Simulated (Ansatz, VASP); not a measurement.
## Two plane-wave programs on Hg

```
Hg
1.0
     4.86386    0.00000    0.00000
     0.00000    4.86386    0.00000
     0.00000    0.00000    4.86386
Hg
1
Direct
  0.00000 0.00000 0.00000
```

Alike in both runs: task single point; functional RPBE; k mesh 7 × 7 × 7; occupations fermi-dirac, width 0.1 eV; no spin polarisation.

```csv
,VASP,Ansatz
version,VASP 6.6.1,Ansatz 0.2.0
potentials or method,"VASP PAW PBE potentials, release 64 (Hg)","plane waves (420 eV) with PAW, scalar-relativistic"
plane-wave cutoff (eV),520,420
valence electrons in the cell,12,20
```

```tsv
	VASP	Ansatz	Ansatz less VASP
pressure (GPa)	0.0	0.0	+0.02
```

The two sets of potentials don't hold the same shells in valence.

Caveats: the PAW data sets were made with another functional, which shifts forces and pressure a little (VASP); spin-orbit coupling is left out, which moves the levels of the heavy elements; an odd mesh through Γ misses points on the zone boundary, where band edges often lie. A hybrid or GW would open this gap; RPBE tends to underestimate it.
